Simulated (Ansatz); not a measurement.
# Sc: a Sc atom hops into a vacancy

One Sc atom is taken out of a 2×2×2 supercell of Sc. How high is the barrier for its neighbour Sc13, 3.31 Å away, to move into the hole? The program relaxes both ends, then the band.

Method: DFT PBE, plane waves, PAW, scalar-relativistic, no spin polarisation, in Ansatz 0.2.0.

## 1. Starting point

The cell holds 15 atoms (Sc15): a = 6.683 Å, b = 6.683 Å, c = 10.695 Å, α = 90.00°, β = 90.00°, γ = 120.00°.

The empty site lies at (5.02, 6.74, 4.01) Å, and Sc13 starts at (3.38, 3.86, 4.04) Å. All atoms were shaken by about 0.02 Å to break the symmetry.

Structure file:

```cif
data_structure
_symmetry_space_group_name_H-M 'P 1'
_symmetry_Int_Tables_number 1
_cell_length_a 6.6829
_cell_length_b 6.6829
_cell_length_c 10.6954
_cell_angle_alpha 90.000
_cell_angle_beta 90.000
_cell_angle_gamma 120.000
_cell_volume 413.67
loop_
_atom_site_label
_atom_site_type_symbol
_atom_site_fract_x
_atom_site_fract_y
_atom_site_fract_z
_atom_site_occupancy
Sc1 Sc 0.16190 0.32372 0.12450 1
Sc2 Sc 0.16239 0.33150 0.62179 1
Sc3 Sc 0.33314 0.16495 0.87349 1
Sc4 Sc 0.16721 0.84290 0.12759 1
Sc5 Sc 0.33533 0.66789 0.37480 1
Sc6 Sc 0.16788 0.83529 0.62721 1
Sc7 Sc 0.33246 0.66851 0.87476 1
Sc8 Sc 0.66476 0.33026 0.12524 1
Sc9 Sc 0.83472 0.16847 0.37185 1
Sc10 Sc 0.67077 0.33123 0.62393 1
Sc11 Sc 0.84225 0.16978 0.87385 1
Sc12 Sc 0.66324 0.83056 0.12335 1
Sc13 Sc 0.83960 0.66780 0.37817 1
Sc14 Sc 0.66524 0.83592 0.62380 1
Sc15 Sc 0.83387 0.66743 0.87454 1
```

## 2. Relaxing the ends and the band

crystal.atoms is the first end and neb.final_atoms the second, which differs in Sc13 alone.

Input file input.yaml:

```yaml
crystal:
  lattice:
    - [6.68287, 5.8e-07, 0.0]
    - [-3.3414355, 5.78753571, 0.0]
    - [0.0, 0.0, 10.69543]
  atoms:
    - { symbol: Sc, position: [0.16189858, 0.32371605, 0.12449504] }
    - { symbol: Sc, position: [0.16238757, 0.33150106, 0.62178903] }
    - { symbol: Sc, position: [0.33313789, 0.16495466, 0.87348581] }
    - { symbol: Sc, position: [0.16720789, 0.84289858, 0.12758596] }
    - { symbol: Sc, position: [0.33533216, 0.66788572, 0.3747978] }
    - { symbol: Sc, position: [0.16788378, 0.83529305, 0.62720614] }
    - { symbol: Sc, position: [0.33245552, 0.6685138, 0.87476277] }
    - { symbol: Sc, position: [0.66476449, 0.33026436, 0.12523888] }
    - { symbol: Sc, position: [0.83471883, 0.16847227, 0.37185163] }
    - { symbol: Sc, position: [0.67076596, 0.33123067, 0.62392899] }
    - { symbol: Sc, position: [0.84225361, 0.1697786, 0.87384607] }
    - { symbol: Sc, position: [0.66324224, 0.8305594, 0.12334768] }
    - { symbol: Sc, position: [0.83960231, 0.66779674, 0.3781741] }
    - { symbol: Sc, position: [0.66523857, 0.83592276, 0.62379624] }
    - { symbol: Sc, position: [0.83386688, 0.66743075, 0.87454036] }
kpoints:
  mp_grid: { grid: [3, 3, 2] }
magnetization:
  spin_polarized: false
scf:
  occupations: { method: fermi_dirac, width: 0.1 }
hamiltonian:
  pseudopotentials: { kind: paw }
  xc: pbe
basis:
  ecutwfc: 420
neb:
  images: 3
  relax_end_points: true
  climbing: true
  f_tol: 0.1
  max_iterations: 40
  order_check: false
  final_atoms:
    - { symbol: Sc, position: [0.16189858, 0.32371605, 0.12449504] }
    - { symbol: Sc, position: [0.16238757, 0.33150106, 0.62178903] }
    - { symbol: Sc, position: [0.33313789, 0.16495466, 0.87348581] }
    - { symbol: Sc, position: [0.16720789, 0.84289858, 0.12758596] }
    - { symbol: Sc, position: [0.33533216, 0.66788572, 0.3747978] }
    - { symbol: Sc, position: [0.16788378, 0.83529305, 0.62720614] }
    - { symbol: Sc, position: [0.33245552, 0.6685138, 0.87476277] }
    - { symbol: Sc, position: [0.66476449, 0.33026436, 0.12523888] }
    - { symbol: Sc, position: [0.83471883, 0.16847227, 0.37185163] }
    - { symbol: Sc, position: [0.67076596, 0.33123067, 0.62392899] }
    - { symbol: Sc, position: [0.84225361, 0.1697786, 0.87384607] }
    - { symbol: Sc, position: [0.66324224, 0.8305594, 0.12334768] }
    - { symbol: Sc, position: [1.33339226, 1.16537823, 0.37459345] }
    - { symbol: Sc, position: [0.66523857, 0.83592276, 0.62379624] }
    - { symbol: Sc, position: [0.83386688, 0.66743075, 0.87454036] }
```

On the command line:

```
$ ansatz run input.yaml --threads 4 --pin off --max-ram 8192MiB --backend cpu --events-out ev --progress --plain --runs-dir out
```

The log of the run, shortened:

```text
Warning: neb: disabling space-group detection — the band's intermediate images generally break the endpoint symmetry, so no spatial operation reduces the k-mesh or symmetrises the density, except that a semilocal band can use its path's symmetry ahead of convergence; time reversal is [...]
Warning: RAYON_NUM_THREADS=4 ignored (pool sized by the plan → 4); use --threads N
[...]
Pseudopotentials: kind: paw
Pseudopotential: Sc, paw, valence charge 11, recommended cutoff 420 eV (normal), Sc.paw.azcp
Functional definition: PBE
[...]
parallel-image band execution: 3 concurrent image workers
NEB image 0
Crystal: 15 atoms, lattice volume = 413.671 Å³
Basis set: ecut = 420 eV, 8063 PW (Γ), exchange–correlation on 90×90×144 points (8 copies of the dense FFT grid, shifted against one another)
Bands: 99, of which v1, the nominal top of the filled ones, is band 83 counted from 1 (82 counted from 0)
Symmetry: 1 space group operations
k-points: 10 of 18 (time reversal used)
[...]
SCF iter   1: F=—  HF=-32035.250108 eV  |F-HF|=—  |Δ(HF+E_count)|=         —  Δρ=3.35e-3  dr2=1.94e-1  ethr=1.77e-3  ⟨swp⟩=8.6  Hψ=4586  notcnv=0
[...]
NSCF: frozen V_eff on 10 k-points
NEB image 4
[...]
NSCF: frozen V_eff on 10 k-points
NEB end point (image 0): max|allowed force component| = 3.834e-1 eV/Å (the criterion of neb.relax_end_points is 2.000e-2)
NEB end point (image 4): max|allowed force component| = 2.791e-1 eV/Å (the criterion of neb.relax_end_points is 2.000e-2)
NEB image 0, for its relaxation
[...]
NEB image 0, for its relaxation
[...]
NEB image 0, for its relaxation
[...]
NEB image 0
[...]
NSCF: frozen V_eff on 10 k-points
NEB end point (image 0): relaxed in 23 SCF iterations, 0.081869 eV lower, largest move of an atom 0.094 Å; not tested for a saddle point
NEB image 4, for its relaxation
[...]
SCF iter   2: F=-32035.258594 eV  HF=-32035.258594 eV  |F-HF|=1.10e-9  |Δ(HF+E_count)|=   2.83e-5  Δρ=7.79e-7  dr2=3.25e-9  ethr=1.49e-11  ⟨swp⟩=2.0  Hψ=1934  notcnv=0
```

## 3. More of the same log

Output, continued, shortened:

```text
[...]
SCF iter   3: F=-32035.258594 eV  HF=-32035.258594 eV  |F-HF|=5.46e-10  |Δ(HF+E_count)|=   1.21e-9  Δρ=4.12e-7  dr2=9.75e-10  ethr=1.97e-12  ⟨swp⟩=2.0  Hψ=1143  notcnv=0
[...]
NEB image 4, for its relaxation
[...]
NEB image 4, for its relaxation
[...]
NEB image 4, for its relaxation
[...]
NEB image 4
[...]
NSCF: frozen V_eff on 10 k-points
NEB end point (image 4): relaxed in 28 SCF iterations, 0.063839 eV lower, largest move of an atom 0.085 Å; not tested for a saddle point
NEB image 1
[...]
NEB image 2
[...]
NEB image 3
[...]
SCF iter   9: F=-32034.898271 eV  HF=-32034.898271 eV  |F-HF|=1.37e-8  |Δ(HF+E_count)|=   4.62e-9  Δρ=1.43e-6  dr2=2.60e-8  ethr=6.06e-11  ⟨swp⟩=4.0  Hψ=2682  notcnv=0
[...]
NEB iter   1: max|band force component| = 9.314e-1 eV/Å  barrier→ = 0.7975 eV  barrier← = 0.7975 eV  Δτ_max = 0.1951 Å  (57 SCF iters)
[...]
--- Band table (eV; the first three rows and the last of 10) ---
[...]
this run last wrote the band of iteration 7 to <dir>; this run last wrote the band within `neb.f_tol` of iteration 5 to <dir>
--- NEB band (5 images, 7 band iterations, 172 SCF iterations, 51 more in tests of the images' electronic states and relaxations of end points) ---
  forward barrier  = 0.110130 eV
  backward barrier = 0.110199 eV
  lagrangian_above_aufbau_ev (what the smearing adds, to first order; not taken off the barriers): saddle image -0.494853 eV, end points -0.506363 and -0.505991 eV
  climbing image's point = of an order that was not read
  energies are F+E_penalty+E_count in eV, relative to image 0
  image     s (Å)  Δ vs image 0  max|band force component| (eV/Å)
      0    0.0000      0.000000                                 —
      1    0.9551      0.024630                          2.456e-2
  *   2    1.9099      0.110130                          1.005e-2
      3    2.8741      0.023180                          2.371e-2
```

## 4. More of the same log

The log, continued:

```text
      4    3.8385     -0.000069                                 —
  climbing-image geometry (image 2):
  cell:  # Å, volume = 413.6709 Å³
    - [6.68287, 5.8e-7, 0.0]
    - [-3.3414355, 5.78753571, 0.0]
    - [0.0, 0.0, 10.69543]
  atoms:
    - { symbol: Sc, position: [0.15442515963512876, 0.31468782450706595, 0.13075442452663322] }
    - { symbol: Sc, position: [0.15442327567529013, 0.3146846576646871, 0.6181844790527128] }
    - { symbol: Sc, position: [0.33379670146482127, 0.15703795304184534, 0.8744703385303432] }
    - { symbol: Sc, position: [0.18103843576648126, 0.8194202981697198, 0.11317253726841914] }
    - { symbol: Sc, position: [0.35866291054086874, 0.6417193727547083, 0.3744709121310411] }
    - { symbol: Sc, position: [0.1810390496333207, 0.8194159849424879, 0.6357714336621624] }
    - { symbol: Sc, position: [0.3440520778585656, 0.65638640414788, 0.874470674802986] }
    - { symbol: Sc, position: [0.6632437127228755, 0.33720000465026045, 0.11127851053723282] }
    - { symbol: Sc, position: [0.7815949238610719, 0.21877066763668518, 0.37446980381563716] }
    - { symbol: Sc, position: [0.663242072933965, 0.33719889488950355, 0.637659365336828] }
    - { symbol: Sc, position: [0.8337257925779913, 0.1666991022798315, 0.87447074629252] }
    - { symbol: Sc, position: [0.6857626749758923, 0.8460105582117733, 0.13076787037721582] }
    - { symbol: Sc, position: [1.0574610361184078, 0.9431189905585023, 0.3744741628229424] }
    - { symbol: Sc, position: [0.6857651163306631, 0.8460144605181188, 0.6181706455630854] }
    - { symbol: Sc, position: [0.8434183149046572, 0.6666440410269292, 0.8744702702802409] }
```

Wall time 5.6 min (4 threads of Arm Neoverse V2, shared host); peak memory 2.1 GiB.

## 5. What the band shows

Images 0 and 4 are the ends. Energies count from image 0; the path length is the program's own measure over all atoms.

| image | path (Å) | energy (eV) | Sc13 x y z (Å) | band force (eV/Å) |
| --- | --- | --- | --- | --- |
| 0 | 0.000 | 0.0000 | 3.32 3.89 4.01 | - |
| 1 | 0.955 | 0.0246 | 3.62 4.59 4.01 | 0.025 |
| 2* | 1.910 | 0.1101 | 3.92 5.46 4.01 | 0.010 |
| 3 | 2.874 | 0.0232 | 4.52 6.16 4.00 | 0.024 |
| 4 | 3.839 | -0.0001 | 4.98 6.77 4.00 | - |

The star marks the climbing image.

image, energy (eV) and a bar:
```
        0      0.000 
        1      0.025 #######
        2      0.110 ##############################
        3      0.023 ######
        4      0.000
```

The top of the band by iteration:

| iteration | highest image above image 0 (eV) | largest band force (eV/Å) |
| --- | --- | --- |
| 1 | 0.7975 | 0.931 |
| 2 | 0.3010 | 0.524 |
| 3 | 0.1575 | 0.164 |
| 4 | 0.1209 | 0.063 |
| 5 | 0.1139 | 0.086 |
| 6 | 0.1112 | 0.150 |
| 7 | 0.1101 | 0.025 |

The band as a trajectory file:

```xyz
15
Lattice="6.683 0.000 0.000 -3.341 5.788 0.000 0.000 0.000 10.695" Properties=species:S:1:pos:R:3 pbc="T T T" image=0 dE=0.0000
Sc   -0.012    1.937    1.308
Sc   -0.010    1.934    6.702
Sc    1.673    0.964    9.354
Sc   -1.666    4.810    1.309
Sc    0.039    3.874    4.008
Sc   -1.665    4.805    6.707
Sc   -0.011    3.849    9.353
Sc    3.355    1.940    1.310
Sc    5.009    0.931    4.005
Sc    3.356    1.938    6.702
Sc    5.013    0.982    9.353
Sc    1.673    4.827    1.320
Sc    3.317    3.888    4.009
Sc    1.674    4.822    6.693
Sc    3.359    3.851    9.353
15
Lattice="6.683 0.000 0.000 -3.341 5.788 0.000 0.000 0.000 10.695" Properties=species:S:1:pos:R:3 pbc="T T T" image=1 dE=0.0246
Sc   -0.031    1.841    1.362
Sc   -0.031    1.841    6.649
Sc    1.692    0.951    9.353
Sc   -1.551    4.786    1.231
Sc    0.298    3.691    4.006
Sc   -1.551    4.786    6.781
Sc    0.053    3.802    9.353
Sc    3.307    2.036    1.283
Sc    4.628    1.090    4.006
Sc    3.307    2.036    6.729
Sc    4.990    0.992    9.353
Sc    1.700    4.874    1.343
Sc    3.616    4.590    4.006
Sc    1.700    4.874    6.669
Sc    3.386    3.883    9.353
15
Lattice="6.683 0.000 0.000 -3.341 5.788 0.000 0.000 0.000 10.695" Properties=species:S:1:pos:R:3 pbc="T T T" image=2 dE=0.1101
Sc   -0.020    1.821    1.398
Sc   -0.020    1.821    6.612
Sc    1.706    0.909    9.353
Sc   -1.528    4.742    1.210
Sc    0.253    3.714    4.005
Sc   -1.528    4.742    6.800
Sc    0.106    3.799    9.353
Sc    3.306    1.952    1.190
Sc    4.492    1.266    4.005
Sc    3.306    1.952    6.820
Sc    5.015    0.965    9.353
Sc    1.756    4.896    1.399
Sc    3.916    5.458    4.005
Sc    1.756    4.896    6.612
Sc    3.409    3.858    9.353
15
Lattice="6.683 0.000 0.000 -3.341 5.788 0.000 0.000 0.000 10.695" Properties=species:S:1:pos:R:3 pbc="T T T" image=3 dE=0.0232
Sc   -0.028    1.881    1.341
Sc   -0.028    1.881    6.668
Sc    1.672    0.916    9.352
Sc   -1.579    4.740    1.231
Sc    0.296    3.688    4.004
Sc   -1.579    4.740    6.778
Sc    0.075    3.843    9.352
Sc    3.232    1.907    1.282
Sc    4.716    1.238    4.004
Sc    3.232    1.907    6.727
Sc    4.977    0.972    9.352
Sc    1.731    4.896    1.359
Sc    4.523    6.158    4.004
Sc    1.731    4.896    6.650
Sc    3.364    3.849    9.352
15
Lattice="6.683 0.000 0.000 -3.341 5.788 0.000 0.000 0.000 10.695" Properties=species:S:1:pos:R:3 pbc="T T T" image=4 dE=-0.0001
Sc    0.000    1.929    1.321
Sc    0.001    1.929    6.687
Sc    1.686    0.957    9.352
Sc   -1.658    4.831    1.306
Sc   -0.001    3.820    4.004
Sc   -1.657    4.831    6.701
Sc    0.000    3.876    9.352
Sc    3.342    1.915    1.307
Sc    5.047    0.980    4.004
Sc    3.343    1.916    6.700
Sc    4.998    0.957    9.352
Sc    1.658    4.830    1.306
Sc    4.982    6.771    4.004
Sc    1.659    4.830    6.702
Sc    3.342    3.859    9.352
```

## 6. What came out

| quantity | value |
| --- | --- |
| relaxation of the ends | 0.082 eV lower, moves up to 0.09 Å; 0.064 eV lower, moves up to 0.09 Å |
| barrier forwards | 0.11 eV |
| barrier backwards | 0.11 eV |
| second end relative to first | 0.000 eV |
| highest image | 2 of 0 to 4, climbing |
| band iterations | 7 |

What this shows: The barrier from the first end is 0.11 eV, 4 times kT at 300 K; with a typical attempt rate of 10^13 per second that is roughly 10^11 events a second. Both ends agree in energy to 1 meV. The input switches the test of curvatures off, so the top was not shown to be a first-order saddle. In 15 atoms the vacancy feels its images, and neither cell size nor mesh was tested.
